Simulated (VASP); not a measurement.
# TePb (Fm-3m) in VASP: notebook, part 2 of 2

VASP 6.6.1.

## Step 4: Single point, PBE

File INCAR:

```
SYSTEM = TePb
ADDGRID = .False.
ALGO = Normal
EDIFF = 1E-7
ENCUT = 460
GGA = PE
ISIF = 2
ISMEAR = -5
LASPH = .True.
LCHARG = .False.
LREAL = .False.
LWAVE = .False.
NELM = 100
PREC = Accurate
SIGMA = 0.05
```

File KPOINTS:

```
k-points
0
Gamma
  9 9 9
  0 0 0
```

File POSCAR:

```
TePb
1.0
    0.0000000000      3.2310000000      3.2310000000
    3.2310000000      0.0000000000      3.2310000000
    3.2310000000      3.2310000000      0.0000000000
Pb Te
1 1
Direct
    0.0000000000      0.0000000000      0.0000000000
    0.5000000000      0.5000000000      0.5000000000
```

Launch:

```
> cat potpaw_PBE.64/Pb_d/POTCAR potpaw_PBE.64/Te/POTCAR > POTCAR
> mpirun -np 1 vasp_std > vasp.out
```

Run time: 17 s. Hardware: 1 thread of Intel Xeon Platinum 8488C (Sapphire Rapids), shared host; peak memory 0.18 GiB.

The run converged, but some of its settings lie outside the range that counts as converged, so its numbers aren't taken as properties of the crystal.

Results:

```
Free energy : -7.5020 eV
Pressure    : 2.1 GPa
```

Caveat: this odd mesh misses L, where the gap lies, so gap, dielectric constants and Born charges aren't listed.

## Step 5: Single point, PBE

INCAR is that of step 4.

KPOINTS is that of step 4.

File POSCAR:

```
TePb
1.0
    0.0000000000      3.2310000000      3.2310000000
    3.2310000000      0.0000000000      3.2310000000
    3.2310000000      3.2310000000      0.0000000000
Pb Te
1 1
Direct
   -0.0068530000      0.0005720000     -0.0056850000
    0.5279490000      0.4690950000      0.5208160000
```

Launch:

```
> cat potpaw_PBE.64/Pb_d/POTCAR potpaw_PBE.64/Te/POTCAR > POTCAR
> mpirun -np 1 vasp_std > vasp.out
```

Run time: 2.1 min. Hardware: 1 thread of Intel Xeon Platinum 8488C (Sapphire Rapids), shared host; peak memory 0.43 GiB.

These settings aren't checked as converged: the numbers below hold their error.

Results:

```
Free energy            : -7.4831 eV
Pressure               : 2.6 GPa
Largest force          : 0.247 eV/Å
Band gap on the k mesh : 1.04 eV, direct
```

Caveat: spin-orbit coupling is left out, which as a rule narrows the gap of such compounds by several tenths of an eV; an odd mesh through Γ misses points on the zone boundary, where band edges often lie.

## Step 6: Single point, PBE

File INCAR:

```
SYSTEM = TePb
ADDGRID = .False.
ALGO = Normal
EDIFF = 1E-7
ENCUT = 520
GGA = PE
ISIF = 2
ISMEAR = 0
LASPH = .True.
LCHARG = .False.
LREAL = .False.
LWAVE = .False.
NELM = 100
PREC = Low
SIGMA = 0.05
```

KPOINTS is that of step 5.

File POSCAR:

```
TePb
1.0
    0.0000000000      3.2310000000      3.2310000000
    3.2310000000      0.0000000000      3.2310000000
    3.2310000000      3.2310000000      0.0000000000
Pb Te
1 1
Direct
    0.0000000000      0.0000000000      0.0000000000
    0.5000000000      0.5000000000      0.5000000000
```

Potentials or basis: VASP PAW PBE potentials, release 64 (Pb_d, Te).

Launch:

```
> cat potpaw_PBE.64/Pb_d/POTCAR potpaw_PBE.64/Te/POTCAR > POTCAR
> mpirun -np 1 vasp_std > vasp.out
```

OUTCAR:

```text
SYSTEM = TePb
   EDIFF = 1E-7
   ENCUT = 520
   GGA = PE
   ISIF = 2
   ISMEAR = 0
   LASPH = .True.
   LREAL = .False.
   NELM = 100
   PREC = Low

 Found     35 irreducible k-points:

 Following reciprocal coordinates:
            Coordinates               Weight
  0.000000  0.000000  0.000000      1.000000
  0.111111  0.000000  0.000000      8.000000
  0.222222  0.000000  0.000000      8.000000
  0.333333  0.000000  0.000000      8.000000
  0.444444  0.000000  0.000000      8.000000
  0.111111  0.111111  0.000000      6.000000
   k-points           NKPTS =     35   k-points in BZ     NKDIM =     35   number of bands    NBANDS=     14
   number of dos      NEDOS =    301   number of ions     NIONS =      2
   total plane-waves  NPLWV =  21952
   dimension x,y,z NGX =    28 NGY =   28 NGZ =   28
   dimension x,y,z NGXF=    28 NGYF=   28 NGZF=   28
   ions per type =               1   1
   NGX,Y,Z   is equivalent  to a cutoff of  10.19, 10.19, 10.19 a.u.
   NGXF,Y,Z  is equivalent  to a cutoff of  10.19, 10.19, 10.19 a.u.
 SYSTEM =  TePb
   PREC   = low       normal or accurate (medium, high low for compatibility)
   ISTART =      0    job   : 0-new  1-cont  2-samecut
   ICHARG =      2    charge: 1-file 2-atom 10-const
   ISPIN  =      1    spin polarized calculation?
   LNONCOLLINEAR =      F non collinear calculations
   LSORBIT =      F    spin-orbit coupling
[... 71 lines left out ...]
     11       9.7031      0.00000
     12       9.7031      0.00000
     13       9.7031      0.00000
     14      11.4209      0.00000
[... 71 lines left out ...]
      1     -11.1014      2.00000
      2     -11.0951      2.00000
      3     -11.0884      2.00000
      4     -11.0844      2.00000
      5     -11.0844      2.00000
      6      -6.2527      2.00000
      7      -0.3828      2.00000
      8       4.0684      2.00000
      9       4.0684      2.00000
     10       4.9588      2.00000
     11       8.1046      0.00000
     12       9.7235      0.00000
     13       9.7235      0.00000
     14      10.7231      0.00000

 [... further k-points ...]

------------------------ aborting loop because EDIFF is reached ----------------------------------------

  FORCE on cell =-STRESS in cart. coord.  units (eV):
  Direction    XX          YY          ZZ          XY          YZ          ZX
  --------------------------------------------------------------------------------------
  -------------------------------------------------------------------------------------
  Total        0.8851349      0.8851349      0.8851349      0.0000000      0.0000000      0.0000000
  in kB       21.0222483     21.0222483     21.0222483      0.0000000      0.0000000      0.0000000
  external PRESSURE =      21.0222483 kB  Pullay stress =       0.0000000 kB

 VOLUME and BASIS-vectors are now :
 -----------------------------------------------------------------------------
  energy-cutoff  :      520.00
  volume of cell :       67.46
      direct lattice vectors                 reciprocal lattice vectors
     0.000000000  3.231000000  3.231000000    -0.154750851  0.154750851  0.154750851
     3.231000000  0.000000000  3.231000000     0.154750851 -0.154750851  0.154750851
     3.231000000  3.231000000  0.000000000     0.154750851  0.154750851 -0.154750851

 POSITION                                       TOTAL-FORCE (eV/Angst)
 -----------------------------------------------------------------------------------
      0.00000      0.00000      0.00000         0.000000     -0.000000      0.000000
      3.23100      3.23100      3.23100        -0.000000      0.000000     -0.000000
 -----------------------------------------------------------------------------------
    total drift:                               -0.000000      0.000000     -0.000000

  FREE ENERGIE OF THE ION-ELECTRON SYSTEM (eV)
  ---------------------------------------------------
  free  energy   TOTEN  =        -7.5020753080 eV

  energy  without entropy=       -7.5020753080  energy(sigma->0) =       -7.50207531
```

OSZICAR:

```text
N       E                     dE             d eps       ncg     rms          rms(c)
DAV:   1     0.151311567321E+03    0.15131E+03   -0.93260E+03   980   0.138E+03
DAV:   2     0.390740144995E+01   -0.14740E+03   -0.14469E+03  1016   0.335E+02
DAV:   3    -0.734142512245E+01   -0.11249E+02   -0.11070E+02  1322   0.974E+01
DAV:   4    -0.761442131859E+01   -0.27300E+00   -0.27291E+00  1162   0.185E+01
DAV:   5    -0.762286051568E+01   -0.84392E-02   -0.84391E-02  1338   0.287E+00    0.333E+00
DAV:   6    -0.750347744006E+01    0.11938E+00   -0.28459E-01  1346   0.434E+00    0.207E+00
DAV:   7    -0.750029120838E+01    0.31862E-02   -0.87976E-02  1210   0.170E+00    0.920E-01
DAV:   8    -0.750207301732E+01   -0.17818E-02   -0.98464E-03  1088   0.118E+00    0.140E-01
DAV:   9    -0.750202638109E+01    0.46636E-04   -0.10798E-03  1468   0.399E-01    0.550E-02
DAV:  10    -0.750206814910E+01   -0.41768E-04   -0.12046E-04  1040   0.902E-02    0.216E-02
DAV:  11    -0.750207554277E+01   -0.73937E-05   -0.31276E-05  1140   0.501E-02    0.119E-02
DAV:  12    -0.750207563549E+01   -0.92717E-07   -0.19121E-06  1232   0.133E-02    0.869E-03
DAV:  13    -0.750207525249E+01    0.38300E-06   -0.43940E-07  1106   0.551E-03    0.235E-03
DAV:  14    -0.750207530799E+01   -0.55504E-07   -0.31942E-07   850   0.584E-03
   1 F= -.75020753E+01 E0= -.75020753E+01  d E =-.123521E-13
```

It took 22 s on 1 thread of Intel Xeon Platinum 8488C (Sapphire Rapids), shared host; peak memory 0.14 GiB.

These settings aren't checked as converged: the numbers below hold their error.

What came out:

```
Free energy : -7.5021 eV
Pressure    : 2.1 GPa
```

Caveat: this odd mesh misses L, where the gap lies, so gap, dielectric constants and Born charges aren't listed.
